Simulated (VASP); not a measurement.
# GaP: relaxed cell and band gap, by functional

GaP, F-43m (no. 216), 2 atoms in the cell.

| Functional | Volume (Å³/atom) | Change from the starting volume (fraction) | Gap, path and mesh (eV) | Time (s) |
|---|---|---|---|---|
| rSCAN-L | 20.19 | -0.003 | 1.82 | 356 |
| r2SCAN-L | 20.22 | -0.001 | 1.82 | 314 |
| OFR2 | 20.00 | -0.012 | 1.65 | 130 |
| v2-sregTM-L | 20.50 | 0.013 | 1.59 | 121 |

Limits: Functionals of the density's Laplacian are noisy on the grid, so small differences in pressure and volume may be numerical.

## Input of the first row

INCAR.step1:
```
SYSTEM = GaP
ALGO = Normal
EDIFF = 1E-5
ENCUT = 600
GGA = PE
GGA_COMPAT = .FALSE.
ISIF = 2
ISMEAR = 0
KPAR = 2
LASPH = .TRUE.
LCHARG = .FALSE.
LREAL = .FALSE.
LWAVE = .TRUE.
NELM = 150
PREC = Accurate
SIGMA = 0.02
```

INCAR.step2:
```
SYSTEM = GaP
ALGO = Normal
EDIFF = 1E-7
EDIFFG = -0.005
ENCUT = 600
GGA_COMPAT = .FALSE.
IBRION = 2
ISIF = 3
ISMEAR = 0
ISTART = 1
KPAR = 2
LASPH = .TRUE.
LCHARG = .FALSE.
LMIXTAU = .TRUE.
LREAL = .FALSE.
LWAVE = .FALSE.
METAGGA = RSCANL
NELM = 150
NSW = 60
PREC = Accurate
SIGMA = 0.02
```

INCAR.step3, as INCAR.step2 but for:
```
- ISTART = 1
- NSW = 60
+ NSW = 40
```

INCAR.step4, as INCAR.step3 but for:
```
- EDIFFG = -0.005
- IBRION = 2
- ISIF = 3
- NSW = 40
+ ISIF = 2
+ NBANDS = 16
```

KPOINTS:
```
k-points
0
Gamma
  7 7 7
```

KPOINTS_OPT:
```
path GXWKGLUWLK,UX
8
line-mode
reciprocal
 0.0000000000  0.0000000000  0.0000000000  G
 0.5000000000  0.0000000000  0.5000000000  X

 0.5000000000  0.0000000000  0.5000000000  X
 0.5000000000  0.2500000000  0.7500000000  W

 0.5000000000  0.2500000000  0.7500000000  W
 0.3750000000  0.3750000000  0.7500000000  K

 0.3750000000  0.3750000000  0.7500000000  K
 0.0000000000  0.0000000000  0.0000000000  G

 0.0000000000  0.0000000000  0.0000000000  G
 0.5000000000  0.5000000000  0.5000000000  L

 0.5000000000  0.5000000000  0.5000000000  L
 0.6250000000  0.2500000000  0.6250000000  U

 0.6250000000  0.2500000000  0.6250000000  U
 0.5000000000  0.2500000000  0.7500000000  W

 0.5000000000  0.2500000000  0.7500000000  W
 0.5000000000  0.5000000000  0.5000000000  L

 0.5000000000  0.5000000000  0.5000000000  L
 0.3750000000  0.3750000000  0.7500000000  K

 0.6250000000  0.2500000000  0.6250000000  U
 0.5000000000  0.0000000000  0.5000000000  X
```

POSCAR.step1:
```
GaP
1.0
    0.0000000000      2.7252500000      2.7252500000
    2.7252500000      0.0000000000      2.7252500000
    2.7252500000      2.7252500000      0.0000000000
Ga P
1 1
Direct
    0.0000000000      0.0000000000      0.0000000000
    0.7500000000      0.7500000000      0.7500000000
```

Commands (each step's output is kept before the next begins):
```
cat potpaw_PBE.64/Ga_d/POTCAR potpaw_PBE.64/P/POTCAR > POTCAR
cp INCAR.step1 INCAR
cp POSCAR.step1 POSCAR
mpirun -np 2 vasp_std > vasp.out
cp INCAR.step2 INCAR
mpirun -np 2 vasp_std > vasp.out
cp CONTCAR POSCAR
rm WAVECAR CHG
cp INCAR.step3 INCAR
mpirun -np 2 vasp_std > vasp.out
cp CONTCAR POSCAR
rm WAVECAR CHG
cp INCAR.step4 INCAR
mpirun -np 2 vasp_std > vasp.out
```

Changes of the last row against the first:
```
- METAGGA = RSCANL
+ METAGGA = SREGTM2L
```

VASP 6.6.1 took 356 s on 2 cores (Intel Xeon Platinum 8488C (Sapphire Rapids)), a shared host.
